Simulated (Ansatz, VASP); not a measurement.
**AlCu3 in VASP and in Ansatz**

File INCAR:

```
  PREC = Accurate
  ENCUT = 520
  EDIFF = 1E-6
  ISMEAR = 0
  SIGMA = 0.15
  LREAL = False
  LASPH = True
  NELM = 100
  ALGO = Fast
  ISIF = 2
  LWAVE = False
  LCHARG = False
  GGA = PS
  NBANDS = 26
```

The input KPOINTS:

```
Automatic mesh
0
Gamma
  14 14 14
```

POSCAR

```
AlCu3
1.0
    3.6318704092      0.0000000000      0.0000000000
    0.0000000000      3.6318704092      0.0000000000
    0.0000000000      0.0000000000      3.6318704092
Al Cu
1 3
Direct
    0.0000000000      0.0000000000      0.0000000000
    0.5000000000      0.5000000000      0.0000000000
    0.5000000000      0.0000000000      0.5000000000
    0.0000000000      0.5000000000      0.5000000000
```

Input for Ansatz:

```yaml
crystal:
  lattice:
    - [3.6318704096, 0.0, 0.0]
    - [0.0, 3.6318704096, 0.0]
    - [0.0, 0.0, 3.6318704096]
  atoms:
    - { symbol: Al, position: [0.0, 0.0, 0.0] }
    - { symbol: Cu, position: [0.5, 0.5, 0.0] }
    - { symbol: Cu, position: [0.5, 0.0, 0.5] }
    - { symbol: Cu, position: [0.0, 0.5, 0.5] }
basis:
  ecutwfc: 420
kpoints:
  mp_grid: { grid: [14, 14, 14] }
hamiltonian:
  xc: pbesol
scf:
  occupations: { method: gaussian, width: 0.15 }
output:
  forces: true
  stress: true
  eigenvalues: true
```

The cell comes from a database or a generator and needn't be the stable form of this composition.

Alike in both runs: task single point; functional PBEsol; k mesh 14 × 14 × 14; occupations gaussian, width 0.15 eV; no spin polarisation.

|  | VASP | Ansatz |
| --- | --- | --- |
| version | VASP 6.6.1 | Ansatz 0.2.0 |
| potentials or method | VASP PAW PBE potentials, release 64 (Al, Cu) | scalar-relativistic, plane waves, PAW |
| plane-wave cutoff (eV) | 520 | 420 |
| valence electrons in the cell | 36 | 60 |

VASP gave:

- gap on the k mesh at the Fermi level (eV): none
- pressure (GPa): 0.3

Q: What did Ansatz give for the same quantities?

A: gap on the k mesh at the Fermi level (eV): none; pressure (GPa): 0.0.

A gap of «none» marks a metal or a gap that the smearing closes. The two sets of potentials don't hold the same shells in valence.

Caveats: the PAW data sets were made with another functional, which shifts forces and pressure a little (VASP).
